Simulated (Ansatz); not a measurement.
InSe: computed properties

These are results of DFT PBE+D3(BJ), scalar-relativistic, plane waves, PAW (Ansatz), not measurements.

Settings: cutoff 420 eV, Γ-centred mesh 10×10×8 on the computed 4-atom cell, Gaussian smearing of 0.02 eV; no spin polarisation.

The structure is relaxed at this level of theory with its symmetry kept. This form isn't the usual stable structure of the compound.

```xyz
4
Lattice="5.9466 -2.0693 0.0176 5.9466 2.0693 0.0176 -1.6081 0.0000 4.1992" Properties=species:S:1:pos:R:3 pbc="T T T"
In   10.4927    0.0000    0.1123
In   -0.2076    0.0000    4.1220
Se    6.7468    0.0000    2.6833
Se    3.5384    0.0000    1.5510
```

| Quantity | Value |
| --- | --- |
| Space group | C2/m (No. 12) |
| Volume per atom | 25.86 Å³ |
| Kohn–Sham band gap | 0.56 eV |
| Löwdin character of the top 1 eV of the valence band | Se 4p 71 %, In 5p 18 %, In 5s 8 % |
| Löwdin character of the lowest 1 eV of the conduction band | In 5s 43 %, Se 4p 34 %, In 5p 15 % |
| Bader charges (e) | In (2 in the cell) 0.76, Se (2 in the cell) -0.76 |